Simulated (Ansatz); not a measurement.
**SrCl2 (Fm-3m):Zn_Sr, thermodynamic levels from a 54-atom cell**

Charge states of Zn_Sr in SrCl2 (Fm-3m), set against the band edges. Model: a cell of 54 host atoms with 1 Sr taken out and 1 Zn put in.

Main program and level: Ansatz 0.2.0; place-levels on PBEsol runs: charge-transition levels and formation energies with image-charge correction and potential alignment at the atomic sites.

## 1. The starting structure

The cell holds 54 atoms: 17 Sr, 36 Cl and 1 Zn. Cell: a = 9.769 Å, b = 14.653 Å, c = 14.653 Å, α = 60.0°, β = 60.0°, γ = 60.0°. It derives from SrCl2 (space group Fm-3m). Nearest the centre at fractional (0.500, 0.333, 0.667): Zn43 at 0.00 Å, Cl8 at 2.99 Å, Cl42 at 2.99 Å, Cl5 at 2.99 Å, Cl32 at 2.99 Å, Cl36 at 2.99 Å, Cl18 at 2.99 Å, Cl14 at 2.99 Å.

Known beforehand: the electronic dielectric constant, 3.02, and the static one, 7.80, from a response run on this crystal (DFPT, PBEsol) at that run's own cell.

The cell's shortest repeat is 9.8 Å.

## 2. Charge states

A transition level is the Fermi level at which two charge states cost the same, so each charge needs its own total energy, at its own relaxed structure.

Random displacements of about 0.05 Å break the site symmetry at the start, so that the relaxation can reach a distorted minimum if there is one. Forces are taken at one point at (¼, ¼, ¼). The cell holds 1 electron more than the neutral one, with a uniform background that keeps it neutral on the whole. The electron count is odd, so at least one spin is unpaired; this run locks the moment at 1 μB.

The sampling was tested on the host first: at the k-points planned (1x1x1 shifted 0.25 0.25 0.25) its energy lies 0.000 eV an atom from the dense-mesh value, under the bound of 0.02 eV set for this test; that bounds the host's error, not the defect's.

One state's input; the others differ in charge, spin, start and seed, and in occupations where the table says so.

qm1_M1.relax/input.yaml reads:

```yaml
crystal:
  lattice:
    - [0.0, 6.90765922, 6.90765922]
    - [10.36148883, 0.0, 10.36148883]
    - [10.36148883, 10.36148883, 0.0]
  atoms:
    - { symbol: Sr, position: [0.0, 0.0, 0.0] }
    - { symbol: Cl, position: [0.375, 0.25, 0.25] }
[... 2 atom lines left out ...]
    - { symbol: Cl, position: [0.375, 0.25, 0.58333333] }
[... 1 atom line left out ...]
    - { symbol: Sr, position: [0.0, 0.0, 0.66666667] }
    - { symbol: Cl, position: [0.375, 0.25, 0.91666667] }
[... 1 atom line left out ...]
    - { symbol: Sr, position: [0.0, 0.33333333, 0.0] }
[... 2 atom lines left out ...]
    - { symbol: Sr, position: [0.0, 0.33333333, 0.33333333] }
    - { symbol: Cl, position: [0.375, 0.58333333, 0.58333333] }
[... 1 atom line left out ...]
    - { symbol: Sr, position: [0.0, 0.33333333, 0.66666667] }
[... 1 atom line left out ...]
    - { symbol: Cl, position: [0.125, 0.41666667, 0.75] }
[... 6 atom lines left out ...]
    - { symbol: Sr, position: [0.0, 0.66666667, 0.66666667] }
[... 2 atom lines left out ...]
    - { symbol: Sr, position: [0.5, 0.0, 0.0] }
[... 3 atom lines left out ...]
    - { symbol: Cl, position: [0.875, 0.25, 0.58333333] }
[... 1 atom line left out ...]
    - { symbol: Sr, position: [0.5, 0.0, 0.66666667] }
[... 1 atom line left out ...]
    - { symbol: Cl, position: [0.625, 0.08333333, 0.75] }
    - { symbol: Sr, position: [0.5, 0.33333333, 0.0] }
[... 2 atom lines left out ...]
    - { symbol: Sr, position: [0.5, 0.33333333, 0.33333333] }
[... 1 atom line left out ...]
    - { symbol: Cl, position: [0.625, 0.41666667, 0.41666667] }
    - { symbol: Zn, position: [0.5, 0.33333333, 0.66666667] }
[... 1 atom line left out ...]
    - { symbol: Cl, position: [0.625, 0.41666667, 0.75] }
[... 3 atom lines left out ...]
    - { symbol: Sr, position: [0.5, 0.66666667, 0.33333333] }
[... 2 atom lines left out ...]
    - { symbol: Sr, position: [0.5, 0.66666667, 0.66666667] }
[... 1 atom line left out ...]
    - { symbol: Cl, position: [0.625, 0.75, 0.75] }
  host:
    repeats: [2, 3, 3]
    atoms:
      - { symbol: Sr, position: [0.0, 0.0, 0.0] }
      - { symbol: Cl, position: [0.75, 0.75, 0.75] }
      - { symbol: Cl, position: [0.25, 0.25, 0.25] }
total_charge: -1
basis:
  ecutwfc: 420
  xc_grid: 2
hamiltonian:
  xc: pbesol
kpoints:
  mp_grid: { grid: [1, 1, 1], shift: [0.25, 0.25, 0.25] }
magnetization:
  spin_polarized: true
  initial_magnetization: 1
  spin_locking: { lock_magnetization: hard }
scf:
  occupations: { method: fixed }
  max_iter: 60
output:
  forces: true
  charged_corrections:
    epsilon: 3.02
    static_epsilon: 7.8
    defect_position: [0.5, 0.333333, 0.666667]
relax:
  f_tol: 0.02
  max_steps: 80
  random_displacement: { amplitude: 0.05, seed: 5457 }
checkpoint:
  write: "../qm1_M1.relax.run"
  compress: false
  write_wavefunctions: true
  write_every: 100000
```

Run with:

```console
ansatz run input.yaml --threads 4 --pin off --max-ram 7536MiB --backend cpu --events-out ev --progress --plain --runs-dir out
```

The relaxed structure is kept and the sampling changed to a 2×2×2 shifted mesh.

The run of this state that the levels use, under PBEsol:

qm1_M1.point/input.yaml reads:

```yaml
crystal:
  checkpoint: "../qm1_M1.relax.run"
  host: checkpoint
total_charge: -1
basis:
  ecutwfc: 420
  xc_grid: 2
hamiltonian:
  xc: pbesol
kpoints:
  mp_grid: { grid: [2, 2, 2], shift: [0.5, 0.5, 0.5] }
magnetization:
  spin_polarized: true
  initial_magnetization: 1
  spin_locking: { lock_magnetization: hard }
scf:
  occupations: { method: fermi_dirac, width: 0.01 }
  max_iter: 60
output:
  forces: true
  eigenvalues: true
  charged_corrections:
    epsilon: 3.02
    static_epsilon: 7.8
    defect_position: [0.5, 0.333333, 0.666667]
  eigenstates: { localisation: true }
  populations: true
  efg: {}
  band_densities: [{ bands: [v1, v1] }, { bands: [c1, c1] }]
  write_density: true
  write_potential: true
  volumetric_format: npy
checkpoint:
  read: "../qm1_M1.relax.run"
  write: "../qm1_M1.point.run"
  compress: false
  write_wavefunctions: false
  write_every: 100000
```

Relaxations under PBEsol at one point at (¼, ¼, ¼); times on 4 threads of Arm Neoverse N1, shared host:

| charge | moment (μB) | occupations | outcome | steps | largest displacement against the far atoms (Å) | time |
| --- | --- | --- | --- | --- | --- | --- |
| −1 | 1 | fixed | converged | 16 | 0.54 | 16 min |
| 0 | 0 | fixed | converged | 11 | 1.19 | 4.7 min |
| +1 | 1 | fixed | converged | 20 | 1.40 | 27 min |

Single points under PBEsol at a 2×2×2 shifted mesh; times on 4 threads of Arm Neoverse N1, shared host:

| charge | moment (μB) | occupations | outcome | time |
| --- | --- | --- | --- | --- |
| −1 | 1 | fermi-dirac | converged | 7.8 min |
| 0 | 0 | fermi-dirac | converged | 3.2 min |
| +1 | 1 | fermi-dirac | converged | 6.2 min |

Distances (Å) from Zn43 to the nearest atoms after relaxation with PBEsol:

| charge | moment (μB) | 1. | 2. | 3. | 4. | 5. | 6. |
| --- | --- | --- | --- | --- | --- | --- | --- |
| −1 | 1 | Cl 2.67 | Cl 2.68 | Cl 2.76 | Cl 2.78 | Cl 3.36 | Cl 3.38 |
| 0 | 0 | Cl 2.27 | Cl 2.27 | Cl 2.28 | Cl 2.37 | Cl 3.77 | Cl 3.77 |
| +1 | 1 | Cl 2.35 | Cl 2.35 | Cl 2.38 | Cl 2.50 | Cl 2.51 | Cl 3.49 |

## 3. Placing the levels, PBEsol

A charged cell interacts with its images and the background, and its potential has another zero than the host's. place-levels removes the first by a point-charge model, screened by the static dielectric constant since the ions have relaxed around the charge, and the second by comparing potentials at atoms far from the defect.

The host is a run of the defect-free crystal in the same cutoffs, grids and k-points, so that basis and sampling errors cancel in part in the differences. Its band edges come from a run of the primitive cell that searches the zone for them. The host is run in a cell of 27 atoms on a matching mesh. Chemical potentials are energies per atom of Sr (fcc) and Zn (hcp), run with the same functional and cutoff.

levels.point.yaml reads:

```yaml
host:
  run: host.point.run
  levels_from: { run: edges.point.run }
states: [qm1_M1.point.run, q0.point.run, qp1_M1.point.run]
geometry_from:
  qm1_M1.point.run: qm1_M1.relax.run
  q0.point.run: q0.relax.run
  qp1_M1.point.run: qp1_M1.relax.run
  host.point.run: host.relax.run
chemical_potentials:
  Sr:
    energy: -3492.215259
    dataset: "<sha256 of the dataset>"
  Zn:
    energy: -3280.903852
    dataset: "<sha256 of the dataset>"
epsilon: 3.02
static_epsilon: 7.8
vertical:
  - { from: qm1_M1.point.run, to: qm1_M1.point_neutral.run }
  - { from: qp1_M1.point.run, to: qp1_M1.point_neutral.run }
```

Run with:

```console
ansatz place-levels levels.point.yaml -- --threads 4 --pin off --max-ram 7536MiB
```

Numbers of over 12 decimals in the logs are rounded to 6 here.

Output:

```text
[... repeated set-up lines and file paths are left out, and long positions are rounded to six places ...]
(+1/0) 0.144 eV beneath the valence edge, in the valence band
(0/-1) 3.770 eV above the valence edge, 1.483 eV under the conduction edge
formation energy of charge +1: +5.402 eV with the Fermi level at the valence edge
formation energy of charge 0: +5.258 eV with the Fermi level at the valence edge
formation energy of charge -1: +9.028 eV with the Fermi level at the valence edge
vertical -1 to 0: no energy, since no alignment is typed
  the change from vertical[0].from (qm1_M1.point.run) to vertical[0].to (qm1_M1.point_neutral.run): by its potential at epsilon 3.02 it stands at 0.527 0.313 0.689, with an rms radius of about 2.3 Å (1.2 1.4 1.4 Å across the planes of the cell's vectors); [...]
vertical +1 to 0: no energy, since no alignment is typed
  the change from vertical[1].from (qp1_M1.point.run) to vertical[1].to (qp1_M1.point_neutral.run): by its potential at epsilon 3.02 it stands at 0.441 0.298 0.572, with an rms radius of about 1.8 Å (1.1 1.3 0.7 Å across the planes of the cell's vectors); [...]
  edges by pbesol of host.levels_from (edges.point.run), its mesh sampled to repeats of 34.19 Å (the valence edge +0.041 eV and the conduction edge -0.222 eV from those of the host's own run), gap 5.253 eV; the host is sampled to repeats of 25.85 Å
  the defect's cells are sampled to repeats of 25.85 Å, like sampling
  charge +1: -100971.2159 eV with its correction of +0.033 eV, at epsilon 7.8, aligned at sites: -0.1940 eV, mean over 45 atomic sites at or beyond 4.88 Å from the defect at [0.5000, 0.3333, 0.6667], with +0.000000 for the charge's moments and without [...]
  charge 0: +0.000 eV for its dipole among its images, +0.012 omitted
  charge -1: -100960.9629 eV with its correction of +0.349 eV, at epsilon 7.8, aligned at sites: -0.1218 eV, mean over 45 atomic sites at or beyond 4.88 Å from the defect at [0.5000, 0.3333, 0.6667], with +0.000000 for the charge's moments and without [...]
  of states[2] (qp1_M1.point.run): its alignment with the host at atomic sites is doubtful: the mean over the far sites moves by +0.0733 eV from their farther parts to their nearer, more than 0.05 eV. [...]
  of states[0] (qm1_M1.point.run): stability_check_not_made
  of vertical[0].from (qm1_M1.point.run): stability_check_not_made
  of vertical[1].from (qp1_M1.point.run): stability_check_not_made
```

The job ended after 0.54 s (4 threads of Arm Neoverse N1, shared host).

Levels between the charges placed, in eV above the valence top:

|  | gap (eV) | (+1/0) | (0/−1) |
| --- | --- | --- | --- |
| PBEsol | 5.25 | -0.14 | 3.77 |

Corrections by state:

| charge | moment (μB) | image terms and alignment (eV) | band filling (eV) | ε used | over the lowest of its charge, as the program ranks them, band filling apart (eV) |
| --- | --- | --- | --- | --- | --- |
| +1 | 1.0 | 0.033 | - | 7.80 | 0.000 |
| 0 | 0.0 | 0.000 | - | - | 0.000 |
| −1 | 1.0 | 0.349 | - | 7.80 | 0.000 |

The charged structures listed were also run neutral, and place-levels reads from each pair, by the potential or the spins, how wide the charge is by which they differ; that can be the carrier of either run.

| charge | rms radius (Å) | spread where it is widest against the cell (Å) | wide from (Å) | reading |
| --- | --- | --- | --- | --- |
| +1 | 1.8 | 1.07 | 1.38 | narrow |
| −1 | 2.3 | 1.18 | 1.38 | narrow |

The neutral runs of these pairs need not share the spin of the lowest neutral state, and very wide values only mean spread over the cell.

From the program's caveats on the states, each cut to its opening words:

- charge +1 (1 μB): its alignment with the host at atomic sites is doubtful: the mean over the far sites moves by +0.0733 eV from their farther parts to their nearer, more than [...]
- charge +1 (1 μB), −1 (1 μB): flagged: stability check not made

The host's formation energy from the elements is -2.576 eV per atom; it sets how far the chemical potentials can move.

Limit set by the element alone; other compounds of these elements are not counted. Chemical potentials from the elements' reference states: Cl 0.00 eV, Sr -7.73 eV, Zn 0.00 eV. Formation energy by charge state (Cl-rich; gap 5.25 eV):

| charge | at valence top (eV) | at conduction bottom (eV) | correction included (eV) |
| --- | --- | --- | --- |
| +1 | -2.33 | 2.93 | 0.03 |
| 0 | -2.47 | -2.47 | 0.00 |
| −1 | 1.30 | -3.95 | 0.35 |

(Fermi level (eV), lowest formation energy (eV)): (0.00, -2.47), (0.48, -2.47), (0.95, -2.47), (1.43, -2.47), (1.91, -2.47), (2.39, -2.47), (2.87, -2.47), (3.34, -2.47), (3.82, -2.52), (4.30, -3.00), (4.78, -3.48), (5.25, -3.95)

Limit set by the element alone; other compounds of these elements are not counted. Chemical potentials from the elements' reference states: Sr 0.00 eV, Cl -3.86 eV, Zn 0.00 eV. Formation energies (Sr-rich), with the Fermi level at the valence top and at the conduction bottom (gap 5.25 eV):

| charge | at valence top (eV) | at conduction bottom (eV) | correction included (eV) |
| --- | --- | --- | --- |
| +1 | 5.40 | 10.66 | 0.03 |
| 0 | 5.26 | 5.26 | 0.00 |
| −1 | 9.03 | 3.77 | 0.35 |

(Fermi level (eV), lowest formation energy (eV)): (0.00, 5.26), (0.48, 5.26), (0.95, 5.26), (1.43, 5.26), (1.91, 5.26), (2.39, 5.26), (2.87, 5.26), (3.34, 5.26), (3.82, 5.21), (4.30, 4.73), (4.78, 4.25), (5.25, 3.77)

## 4. The same at the relaxations' own k-points

The relaxations' own energies give the levels at their sampling, for comparison.

levels.relax_mesh.yaml reads:

```yaml
host:
  run: host.relax.run
  levels_from: { run: edges.relax.run }
states: [qm1_M1.relax.run, q0.relax.run, qp1_M1.relax.run]
chemical_potentials:
  Sr:
    energy: -3492.215259
    dataset: "<sha256 of the dataset>"
  Zn:
    energy: -3280.903852
    dataset: "<sha256 of the dataset>"
```

Run with:

```console
ansatz place-levels levels.relax_mesh.yaml -- --threads 4 --pin off --max-ram 7536MiB
```

Output:

```text
(+1/0) 0.151 eV beneath the valence edge, in the valence band
(0/-1) 3.765 eV above the valence edge, 1.489 eV under the conduction edge
formation energy of charge +1: +5.411 eV with the Fermi level at the valence edge
formation energy of charge 0: +5.260 eV with the Fermi level at the valence edge
formation energy of charge -1: +9.024 eV with the Fermi level at the valence edge
  edges by pbesol of host.levels_from (edges.relax.run), its mesh sampled to repeats of 34.19 Å (the valence edge +0.097 eV and the conduction edge -0.262 eV from those of the host's own run), gap 5.253 eV; the host is sampled to repeats of 12.92 Å
[... the lines on each state left out ...]
```

Wall time 0.2 s (4 threads).

Levels between neighbouring charges, in eV above the valence top:

|  | gap (eV) | (+1/0) | (0/−1) |
| --- | --- | --- | --- |
| one point at (¼, ¼, ¼) | 5.25 | -0.15 | 3.76 |
| a 2×2×2 shifted mesh | 5.25 | -0.14 | 3.77 |

Going from one point at (¼, ¼, ¼) to a 2×2×2 shifted mesh moves the levels that carry no band-filling term by up to 0.01 eV and formation energies against the elements by up to 0.01 eV.

## 5. Another choice

The levels are placed again with one choice changed, to see how much they rest on it.

levels.try0.yaml is levels.point.yaml with these lines changed:

```diff
-epsilon: 3.02
-static_epsilon: 7.8
+epsilon: 500.0
+static_epsilon: 500.0
```

Run with:

```console
ansatz place-levels levels.try0.yaml -- --threads 4 --pin off --max-ram 7536MiB
```

Output:

```text
(+1/0) 0.021 eV above the valence edge, 5.233 eV under the conduction edge
(0/-1) 3.605 eV above the valence edge, 1.648 eV under the conduction edge
formation energy of charge +1: +5.237 eV with the Fermi level at the valence edge
formation energy of charge 0: +5.258 eV with the Fermi level at the valence edge
formation energy of charge -1: +8.863 eV with the Fermi level at the valence edge
vertical -1 to 0: no energy, since no alignment is typed
vertical +1 to 0: no energy, since no alignment is typed
[...]
[... the lines on each state left out ...]
```

The change: a very large dielectric constant, which removes the point-charge term and changes the alignment.

Levels in eV above the valence top; the changed ones are not the defect's:

|  | gap (eV) | (+1/0) | (0/−1) |
| --- | --- | --- | --- |
| changed | 5.25 | 0.02 | 3.61 |
| as set up | 5.25 | -0.14 | 3.77 |

The largest shift is 0.17 eV.

## 6. Results

```yaml
gap_of_the_host: 5.25 eV (PBEsol)
level_plus_1_over_0: 0.14 eV below the valence top
level_0_minus_1: 3.77 eV above the valence top
lowest_of_the_charges_placed_just_above_the_valence_top_0p02_ev: 0
lowest_of_the_charges_placed_just_below_the_conduction_bottom_0p02_ev: −1
lowest_formation_energy_at_mid_gap_of_the_charges_run_cl_rich: -2.47 eV
lowest_formation_energy_at_mid_gap_of_the_charges_run_sr_rich: 5.26 eV
```

What this shows: Of the charges placed (−1, 0 and +1), the lowest changes at 3.77 eV (0/−1) above the valence top, in a gap of 5.25 eV. (+1/0) lies 0.14 eV from a band edge, less than the doubt on such levels. Charges below −1 were not placed, so these runs say nothing of levels that involve them. States placed: +1 at 1 μB; 0 at 0 μB; −1 at 1 μB. Other spin states or structures, where not listed, weren't placed. At charge 0 the atom put in ends up to 1.2 Å from its starting place, so the name tells the start alone and the levels can join different sites. Zn is taken at its element; compounds, which aren't counted here, bound the chemical potentials and would shift these formation energies. The lowest formation energy (Cl-rich) is negative across the gap, so the defect would form by itself: these chemical potentials lie beyond what competing compounds allow, or the host is unstable against it. Going from one point at (¼, ¼, ¼) to a 2×2×2 shifted mesh moves the levels that carry no band-filling term by up to 0.01 eV and formation energies against the elements by up to 0.01 eV. The program doubts the alignment of potentials for at least one state, a sign that the cell is small. Limits: PBEsol makes the gap too small and tends to spread out bound carriers; where a gas molecule sets a chemical potential or the host's formation energy, its binding is uncorrected.

[Logs are printed without paths, hosts, clocks, repeated set-up lines and the standing remarks that a program may print on its own settings, such as how far it seeks lower states.]

[Hosts, paths, dates, database ids (printed as entryN), source tags and the programs' standing remarks are cut or masked in the printed files.]

[Where a table of states has a column of steps, it counts the stored structures, which are thinned; the runs took as many ionic steps or more.]

[A defect's name tells the site on which it was built; relaxed atoms can leave that site.]

[For some hosts the program warned that the k-mesh of the response run may be too coarse for force constants and the static dielectric constant; such warnings are not shown here.]
